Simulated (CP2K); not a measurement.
The system is BP.

```
P B
1.0
     3.20885    0.00000    0.00000
     1.60443    2.77895    0.00000
     1.60443    0.92632    2.62002
P B
1 1
Direct
  0.75000 0.75000 0.75000
  0.00000 0.00000 0.00000
```

Base run:

```yaml
Program: CP2K 2026.2
Functional: PBE
Potentials_or_basis: POTENTIAL_UZH P GTH-PBE-q5, B GTH-PBE-q3; TZVP-MOLOPT-PBE-GTH basis
Density_cutoff: 6123 eV
k_mesh: 10 × 10 × 10
Occupations: fermi-dirac, width 0.01 eV
Spin: no spin polarisation
```

Its results: band gap on the k mesh 1.37 eV, indirect (least direct gap 3.44 eV); pressure 0.3 GPa.

Task: The run is repeated on the same cell with these changes: functional from PBE to PBEsol; eps_default from 1.0E-9 to 1.0E-10. What comes out?

Result: Band gap on the k mesh 1.23 eV, indirect (least direct gap 3.40 eV); pressure -1.2 GPa.

Caveats: the basis of atomic orbitals isn't converged, which shifts pressures, moduli and gaps; the potentials were made for another functional, which shifts forces and pressure (some runs).
